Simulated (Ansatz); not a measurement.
Crystal: WC.

```xyz
2
Lattice="1.6403 -2.1180 0.0000 1.6403 2.1180 0.0000 0.0000 0.0000 4.3094" Properties=species:S:1:pos:R:3 pbc="T T T"
W     1.6403    0.0000    2.1547
C     0.0000    0.0000    0.0000
```

The cell was built by a generator and needn't be a form met in nature.

| Item | Value |
| --- | --- |
| Program | Ansatz 0.2.0 |
| Task | relaxation of cell and atoms |
| Functional | PBEsol |
| Dispersion | D3(BJ) |
| Potentials or basis | Ansatz PAW |
| Cutoff | 420 eV (not typed: the program's choice for these potentials) |
| k mesh | 10 × 10 × 6 |
| Occupations | fermi-dirac, width 0.05 eV |
| Spin | no spin polarisation |

At the start: volume 14.97 Å³/atom.

Task: Where does the relaxation end?

Result: It ends after 18 steps and the volume is 11.04 Å³/atom (-26.3 %); space group Cmmm (No. 65, to 0.05 Å).

The path:
```tsv
step	energy change (eV)	largest force (eV/Å)	volume (Å³)
1	0.0000	0.0000	29.94
2	-0.8834	0.0000	27.33
3	-1.6922	0.0000	25.07
4	-2.4688	0.0000	23.29
5	-3.1633	0.0000	21.88
6	-3.7252	0.0000	20.83
7	-4.1333	0.0000	20.82
8	-4.2815	0.0000	21.29
9	-4.3450	0.0000	21.29
10	-4.3598	0.0000	22.14
11	-4.3639	0.0000	22.08
12	-4.3645	0.0000	21.95
13	-4.3646	0.0000	21.99
14	-4.3646	0.0000	21.99
15	-4.3733	0.0000	21.99
16	-4.3738	0.0000	22.06
17	-4.3737	0.0000	22.07
18	-4.3739	0.0000	22.07
```

Final structure:
```
W C
1.0
     1.46659   -2.52040    0.00000
     1.46659    2.52040    0.00000
     0.00000    0.00000    2.98574
W C
1 1
Direct
  0.50000 0.50000 0.50000
  0.00000 0.00000 0.00000
```

Caveat: the volume moved by over 15 % at a fixed basis, so the end points are rough; the plane-wave basis is chosen anew once the cell has moved, so the energies of steps on either side of that aren't comparable; pairwise dispersion overbinds metals, which lowers pressure and volume; the PAW data sets come from PBE, with cores solved anew for the run's functional, which leaves a small shift of forces and pressure.
